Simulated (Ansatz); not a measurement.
Relaxed bulk Ru:

```
Ru
1.0
     2.72003    0.00000    0.00000
    -1.36001    2.35561    0.00000
     0.00000    0.00000    4.29677
Ru
2
Direct
  0.33333 0.66667 0.25000
  0.66667 0.33333 0.75000
```

Miller indices refer to the conventional cell of P6_3/mmc (No. 194), a = 2.720 Å, b = 2.720 Å, c = 4.297 Å, α = 90.00°, β = 90.00°, γ = 120.00°.

The (001) slab of 5 planes, 8.6 Å thick with 15 Å of vacuum as cut; outer planes Ru (top) and Ru (bottom).

Theory: DFT PBE, scalar-relativistic, plane waves, PAW (Ansatz 0.2.0). Plane waves to 420 eV, a k mesh through Γ of 15×15×1 on the computed 5-atom cell and Gaussian smearing (0.10 eV); no spin polarisation. A dipole correction removes the field between periodic images along c.

Results for the relaxed slab:

```yaml
Surface_energy_mean_of_both_faces: 2.66 J/m²
Work_function: 4.95 eV
```

Relaxation lowers the energy by 0.068 J/m² a face; the largest move is 0.062 Å.

| plane (bottom to top) | atoms | spacing to next, bulk (Å) | relaxed (Å) | change (%) |
| --- | --- | --- | --- | --- |
| 1 | Ru | 2.148 | 2.070 | -3.6 |
| 2 | Ru | 2.148 | 2.165 | +0.8 |
| 3 | Ru | 2.148 | 2.165 | +0.8 |
| 4 | Ru | 2.148 | 2.070 | -3.6 |
| 5 | Ru |  |  |  |